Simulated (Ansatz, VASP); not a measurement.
## Two plane-wave programs on Si

The input INCAR:

```
  PREC = Accurate
  ENCUT = 630
  EDIFF = 1E-6
  ISMEAR = -1
  SIGMA = 0.05
  LREAL = F
  LASPH = T
  NELM = 100
  ALGO = Fast
  ISIF = 3
  LWAVE = F
  LCHARG = F
  GGA = PE
  IBRION = 2
  NSW = 40
  EDIFFG = -0.01
```

The input KPOINTS:

```
Automatic mesh
0
Gamma
  8 8 8
```

The input POSCAR:

```
Si
1.0
    0.0000000000      2.7218511865      2.7218511865
    2.7218511865      0.0000000000      2.7218511865
    2.7218511865      2.7218511865      0.0000000000
Si
2
Direct
    0.5000000000      0.5000000000      0.5000000000
    0.7500000000      0.7500000000      0.7500000000
```

input.yaml

```yaml
crystal:
  lattice:
    - [0.0, 2.7218511865, 2.7218511865]
    - [2.7218511865, 0.0, 2.7218511865]
    - [2.7218511865, 2.7218511865, 0.0]
  atoms:
    - { symbol: Si, position: [0.5, 0.5, 0.5] }
    - { symbol: Si, position: [0.75, 0.75, 0.75] }
hamiltonian:
  xc: pbe
  pseudopotentials: { kind: paw }
kpoints:
  mp_grid: { grid: [8, 8, 8] }
scf:
  occupations: { method: fermi_dirac, width: 0.05 }
output:
  forces: true
  stress: true
  eigenvalues: true
relax:
  f_tol: 0.01
  max_steps: 40
  cell: { stress_tol: 0.05 }
```

Alike in both runs: task relaxation of cell and atoms; functional PBE; k mesh 8 × 8 × 8; occupations fermi-dirac, width 0.05 eV; no spin polarisation.

|  | VASP | Ansatz |
| --- | --- | --- |
| version | VASP 6.6.1 | Ansatz 0.2.0 |
| potentials or method | VASP PAW PBE potentials, release 64 (Si_GW) | Ansatz PAW |
| plane-wave cutoff (eV) | 630 | 420 |
| valence electrons in the cell | 8 | 8 |

```csv
,VASP,Ansatz,Ansatz less VASP
"gap on the k mesh at the Fermi level, each at its own relaxed structure (eV)",0.65,0.65,-0.001
relaxed volume (Å³/atom),20.46,20.46,+0.001
relaxed cell length with the largest relative difference (Å),3.868,3.868,+0.0001
energy change over the relaxation (meV/atom),-1,-1,0.0
```

Caveats: the plane-wave basis is chosen anew once the cell has moved, so the energies of steps on either side of that aren't comparable (Ansatz). A k mesh can miss the band edges. As with any semilocal functional, this PBE gap is likely too small.
